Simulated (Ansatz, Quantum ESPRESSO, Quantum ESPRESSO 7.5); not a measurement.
# blue phosphorene, 1 layer: biaxial strain by an ASE script

How do the band edges of blue phosphorene, 1 layer move against the vacuum when the sheet is stretched?

Program: Quantum ESPRESSO 7.5. Level of theory: plane-wave DFT, PBE, GBRV ultrasoft pseudopotentials (geometry by Ansatz 0.2.0 with PAW datasets; geometry under PBE). Results are calculated unless marked as measured.

Report form: the programs' logs are mostly left out.

## 1. The structure

The cell holds 2 atoms: 2 P. Its edges and angles: a = 3.280 Å, b = 3.280 Å, c = 16.240 Å, α = 90.0°, β = 90.0°, γ = 120.0°. It derives from P. Vacuum lies along c.

Structure file:

```cif
data_structure
_symmetry_space_group_name_H-M 'P 1'
_symmetry_Int_Tables_number 1
_cell_length_a 3.2800
_cell_length_b 3.2800
_cell_length_c 16.2400
_cell_angle_alpha 90.000
_cell_angle_beta 90.000
_cell_angle_gamma 120.000
_cell_volume 151.31
loop_
_atom_site_label
_atom_site_type_symbol
_atom_site_fract_x
_atom_site_fract_y
_atom_site_fract_z
_atom_site_occupancy
P1 P 0.66667 0.33333 0.46182 1
P2 P 0.33333 0.66667 0.53818 1
```

## 2. Relaxation with Ansatz

The geometry comes first, from a plane-wave PAW code, so that the later runs on this slab share one structure.

Input file input.yaml:

```yaml
crystal:
  lattice:
    - [3.28, 0.0, 0.0]
    - [-1.64, 2.8405633244, 0.0]
    - [0.0, 0.0, 16.24]
  atoms:
    - { symbol: P, position: [0.6666666667, 0.3333333333, 0.4618226601] }
    - { symbol: P, position: [0.3333333333, 0.6666666667, 0.5381773399] }
kpoints:
  mp_grid: { grid: [12, 12, 1] }
hamiltonian:
  xc: pbe
scf:
  occupations: { method: fermi_dirac, width: 0.05 }
  convergence: { dr2_threshold: 1.0e-08 }
efield:
  axis: 3
  dipole_correction: true
  ramp_position: 0.97
  ramp_width: 0.04
relax:
  f_tol: 0.01
  cell: { fix: [c, alpha, beta] }
output:
  write_potential: true
  write_density: true
  volumetric_format: npy
```

Started as:

```console
ansatz run input.yaml --threads 2 --pin off --max-ram 4096MiB --backend cpu --events-out ev --progress --plain --runs-dir out
```

It took 3.5 s on 2 threads of Intel Xeon Platinum 8488C (Sapphire Rapids), shared host; peak memory 0.44 GiB.

Little changed from the start: no atom moved by 0.005 Å and no cell edge by 0.1 %.

Numbers from this step:

| Item | Value |
| --- | --- |
| free energy | -1511.3235 eV |
| Fermi energy | -2.058 eV |
| gap by band count | 1.931 eV |
| symmetry operations | 6 |
| dipole along the normal | -4.50e-6 e·Å |
| vacuum level at the upper face over a Fermi level inside the gap | 5.192 eV |
| vacuum level at the lower face over a Fermi level inside the gap | 5.192 eV |

## 3. The script

Under ESM bc1 levels count from the vacuum, or from the mean of the two vacuum levels where the sheet has a dipole, so band edges at unlike strains can be compared.

Level of this step: plane-wave DFT, PBE, GBRV ultrasoft pseudopotentials (Quantum ESPRESSO 7.5).

Input file run.py:

```python
import json
import numpy as np
from ase import Atoms
from ase.calculators.espresso import Espresso, EspressoProfile

profile = EspressoProfile(command='mpirun -n 2 pw.x -nk 2', pseudo_dir='../pseudo')
pseudopotentials = {'P': 'p_pbe_v1.5.uspp.F.UPF'}
system = {'ecutwfc': 40, 'ecutrho': 200, 'occupations': 'smearing', 'smearing': 'fd', 'degauss': 0.002}


def calculator(name, kpts, **extra):
    data = dict(control=dict(tprnfor=True, verbosity='high', disk_io='none'),
                system=system | extra,
                electrons=dict(conv_thr=1e-09, mixing_beta=0.4, mixing_mode='plain',
                               electron_maxstep=100))
    return Espresso(profile=profile, directory=name, pseudopotentials=pseudopotentials, kpts=kpts, input_data=data)


def centre(atoms):
    z = atoms.positions[:, 2]
    atoms.positions[:, 2] -= (z.max() + z.min()) / 2  # ESM wants the slab about z = 0
    return atoms

sheet = Atoms(
    ['P', 'P'],
    scaled_positions=[
        [0.6666666667, 0.3333333333, 0.4617630531],
        [0.3333333333, 0.6666666667, 0.5382369469]],
    cell=[
        [3.279537699971, 0.000000000000, 0.000000000000],
        [-1.639768849986, 2.840162960844, 0.000000000000],
        [0.000000000000, 0.000000000000, 16.240000000000]],
    pbc=True)

rows = []
for strain in [-0.03, -0.015, 0.0, 0.015, 0.03]:
    atoms = sheet.copy()
    atoms.set_cell(sheet.cell.array * [[1 + strain], [1 + strain], [1]], scale_atoms=True)
    atoms = centre(atoms)
    atoms.calc = calculator(f's{strain:+.3f}', (12, 12, 1), assume_isolated='esm', esm_bc='bc1', nbnd=9)
    energy = atoms.get_potential_energy()
    levels = np.array([atoms.calc.get_eigenvalues(kpt=i) for i in range(len(atoms.calc.get_ibz_k_points()))])
    top, bottom = levels[:, 4].max(), levels[:, 5].min()
    direct = (levels[:, 5] - levels[:, 4]).min()
    rows.append([strain, energy, top, bottom, direct])
    print(f'strain {strain:+.3f}: E = {energy:.5f} eV, valence top {top:.3f}, conduction bottom {bottom:.3f}, '
          f'gap {bottom - top:.3f}, least direct gap {direct:.3f} eV')

x, energy, top, bottom, direct = np.array(rows).T
area = np.linalg.norm(np.cross(*sheet.cell[:2]))
stiffness = np.polyfit(x, energy, 2)[0] / area * 16.0218  # C11 + C12, heights clamped
print(f'valence and conduction edges move by {np.polyfit(x, top, 1)[0]:.2f} and {np.polyfit(x, bottom, 1)[0]:.2f} eV per unit biaxial strain')
print(f'C11 + C12 with clamped heights: {stiffness:.1f} N/m')
json.dump(dict(rows=rows, stiffness=stiffness), open('result.json', 'w'))
```

Started as:

```console
OMP_NUM_THREADS=1 python run.py
```

Wall time 96 s (2 MPI ranks); peak memory 0.32 GiB; 3.1 min of CPU time.

Read from the output:

| Quantity | Value |
| --- | --- |
| biaxial stiffness | 93.31 N/m |

Table of band edge from the vacuum level by biaxial strain:

```csv
biaxial strain (%),valence top (eV),conduction bottom (eV)
-3.00,-6.01,-4.15
-1.50,-6.16,-4.19
0.00,-6.17,-4.23
1.50,-6.15,-4.27
3.00,-6.11,-4.29
```

Gap against biaxial strain:

```csv
biaxial strain (%),on the mesh (eV),least direct (eV)
-3.00,1.86,2.30
-1.50,1.97,2.25
0.00,1.94,2.20
1.50,1.88,2.17
3.00,1.82,2.07
```

The energy over the lowest by biaxial strain:

```csv
biaxial strain (%),energy over the lowest (meV)
-3.00,53.4
-1.50,13.1
0.00,0
1.50,11.2
3.00,44.2
```

## 4. The script: LDA, GBRV ultrasoft

Level of this step: plane-wave DFT, LDA, GBRV ultrasoft pseudopotentials (Quantum ESPRESSO 7.5).

run.py, as its differences from the input of step 3:

```diff
@@ -6,3 +6,3 @@
 profile = EspressoProfile(command='mpirun -n 2 pw.x -nk 2', pseudo_dir='../pseudo')
-pseudopotentials = {'P': 'p_pbe_v1.5.uspp.F.UPF'}
+pseudopotentials = {'P': 'p_lda_v1.5.uspp.F.UPF'}
 system = {'ecutwfc': 40, 'ecutrho': 200, 'occupations': 'smearing', 'smearing': 'fd', 'degauss': 0.002}
```

Started as:

```console
OMP_NUM_THREADS=1 python run.py
```

The job ended after 87 s (2 MPI ranks; peak memory 0.31 GiB; 2.8 min of CPU time).

Numbers from this step:

```
biaxial stiffness : 88.01 N/m
```

Table of band edge from the vacuum level by biaxial strain:

```csv
biaxial strain (%),valence top (eV),conduction bottom (eV)
-3.00,-6.22,-4.44
-1.50,-6.36,-4.49
0.00,-6.36,-4.54
1.50,-6.33,-4.57
3.00,-6.30,-4.60
```

The gap by biaxial strain:

```csv
biaxial strain (%),on the mesh (eV),least direct (eV)
-3.00,1.77,2.18
-1.50,1.87,2.12
0.00,1.82,2.08
1.50,1.76,2.04
3.00,1.70,1.95
```

Energy over the lowest against biaxial strain:

```csv
biaxial strain (%),energy over the lowest (meV)
-3.00,4.93
-1.50,0
0.00,20.9
1.50,64.6
3.00,129
```

## 5. The arithmetic

Under equal strain ε in the plane, E = A (C11 + C12) ε². From the points at ±1.5 %: d²E/dε² = (13.08 + 11.25 − 2 × 0.00) meV / 0.015² = 108 eV, and 108/(2 × 9.314 Å²) × 16.02 = 93 N/m.

## 6. Results

* C11 + C12, heights clamped, PBE, GBRV ultrasoft: 93 N/m
* gap on the mesh at zero strain, PBE, GBRV ultrasoft: 1.94 eV
* valence top below the vacuum at zero strain, PBE, GBRV ultrasoft: 6.17 eV
* shift of the conduction bottom per unit biaxial strain, PBE, GBRV ultrasoft: -2.4 eV
* C11 + C12, heights clamped, LDA, GBRV ultrasoft: 88 N/m
* gap on the mesh at zero strain, LDA, GBRV ultrasoft: 1.82 eV
* valence top below the vacuum at zero strain, LDA, GBRV ultrasoft: 6.36 eV
* shift of the conduction bottom per unit biaxial strain, LDA, GBRV ultrasoft: -2.6 eV

In words: The sheet's biaxial stiffness comes to 93 N/m and its gap at zero strain to 1.94 eV (PBE, GBRV ultrasoft). From −3 % to +3 % the gap on the mesh goes from 1.86 to 1.82 eV, through a peak of 1.97 eV; it is indirect at every strain. The valence top bends along the series, so the script's straight-line slope describes it poorly. Heights are clamped under strain, which makes a sheet with several atomic planes too stiff. Zero strain is the PBE cell; under LDA the energy is lowest near -2.0 %, so its stiffness is taken away from its own minimum. Semilocal gaps are too small.

[Logs are printed without paths, hosts, clocks, repeated set-up lines and the standing remarks that a program may print on its own settings, such as how far it seeks lower states.]

[Hosts, paths, dates, database ids (printed as entryN), source tags and the programs' standing remarks are cut or masked in the printed files.]

[Maps of the electrostatic potential energy from Ansatz leave out the sawtooth potential of an applied field or a dipole correction, so their vacuum need not be flat; planar profiles and work functions include it.]
